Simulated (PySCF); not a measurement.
Several orderings of computed values.

All species are isolated and taken at one optimised geometry, non-relativistic unless stated; the electronic structure was computed with PySCF and density fitting.

Dipoles, sizes and rotational constants follow the conformer. The torsions of the flexible species, by atom-mapped SMILES:
- `[CH3:1][Si@@:2]([PH2:3])([CH2:4][SiH3:5])[CH2:6][SiH2:7][F:8]`: C1–Si2–C4–Si5 175°, C1–Si2–C6–Si7 -58°, Si2–C6–Si7–F8 -45°, H–P3–Si2–C1 -29°, H–P3–Si2–C1 64°
- `[CH3:1][c:2]1[cH:3][cH:4][c:5]([S@@:6]([CH3:7])=[O:8])[s:9]1`: C4–C5–S6–C7 -113°
- `[CH2:1]=[C:2]([CH3:3])[SiH2:4][S:5][SiH:6]([CH3:7])[CH3:8]`: C1–C2–Si4–S5 2°, C2–Si4–S5–Si6 -171°, Si4–S5–Si6–C7 77°
- `[CH3:1][S:2][C@H:3]1[CH2:4][C@H:5]([SiH2:6][SiH3:7])[CH2:8]1`: C1–S2–C3–C4 69°, C4–C5–Si6–Si7 -171°
- `[CH2:1]=[C:2]([C:3]#[N:4])[c:5]1[n:6][s:7][n:8][c:9]1[CH3:10]`: C1–C2–C5–N6 2°
- `[CH3:1][CH2:2][CH2:3][P:4]([CH3:5])[CH:6]([CH3:7])[CH3:8]`: C1–C2–C3–P4 175°, C2–C3–P4–C5 77°, C3–P4–C6–C7 77°
- `[CH3:1][CH2:2][P@:3]([CH3:4])(=[O:5])[CH2:6][SiH3:7]`: C1–C2–P3–C4 178°, C2–P3–C6–Si7 -174°
- `[CH3:1][CH2:2][C@H:3]([CH3:4])[n:5]1[cH:6][cH:7][cH:8][n:9]1`: C1–C2–C3–C4 -175°, C2–C3–N5–C6 -118°

Question: Rank by HOMO–LUMO gap, lowest first (PBE0/pcSseg-1 at GFN2-xTB geometries).
A. `C=C(C#N)c1nsnc1C`
B. `C(F)(F)F`
C. `Cc1ccc([S@@](C)=O)s1`
D. `C[Si@@](P)(C[SiH3])C[SiH2]F`
E. `CS[C@H]1C[C@H]([SiH2][SiH3])C1`
F. `C[SiH](C)S[SiH2]C(=C)C`

Answer: A (5.05 eV), C (5.65 eV), E (6.22 eV), F (6.87 eV), D (7.42 eV), B (13.10 eV).

Give the two extremes of that set in kcal/mol.

`C=C(C#N)c1nsnc1C`: 116 kcal/mol; `FC(F)F`: 302 kcal/mol.

Question: Rank by smallest rotational constant, lowest first (GFN2-xTB).
A. `[P@](CC)(C[SiH3])(C)=O`
B. `CCCP(C)C(C)C`
C. `C[Si@@](P)(C[SiH3])C[SiH2]F`
D. `[C@H](C)(CC)n1cccn1`
E. `S(C)[C@H]1C[C@@H](C1)[SiH2][SiH3]`
F. `Cc1ccc([S@@](C)=O)s1`

Answer: E (0.410 GHz), C (0.526 GHz), F (0.638 GHz), B (0.726 GHz), A (0.985 GHz), D (1.108 GHz).

By how much do the two ends of that ranking differ?

By 0.698 GHz, between `CC[C@H](C)n1cccn1` and `CS[C@H]1C[C@H]([SiH2][SiH3])C1`.

Question: Rank by dipole moment, highest first (PBE0/pcSseg-1 at GFN2-xTB geometries).
A. `FC(F)F`
B. `Cc1ccc([S@@](C)=O)s1`
C. `[SiH3][SiH2][C@H]1C[C@H](SC)C1`
D. `CC[C@H](C)N1C=CC=N1`
E. `c1cc2ccn(c2cc1Cl)C`

Answer: B (3.89 D), E (3.63 D), D (2.08 D), A (1.62 D), C (1.34 D).

Question: Rank by HOMO energy, lowest first (PBE0/pcSseg-1 at GFN2-xTB geometries).
A. `C(P(C)CCC)(C)C`
B. `FC(F)F`
C. `C=C(C#N)C1=NSN=C1C`
D. `CS[C@H]1C[C@H]([SiH2][SiH3])C1`
E. `CC[C@H](C)N1C=CC=N1`

Answer: B (-11.29 eV), C (-7.59 eV), E (-7.00 eV), A (-6.43 eV), D (-6.25 eV).

Give the two extremes of that set in hartree.

`FC(F)F`: -0.415 Eh; `CS[C@H]1C[C@H]([SiH2][SiH3])C1`: -0.230 Eh.
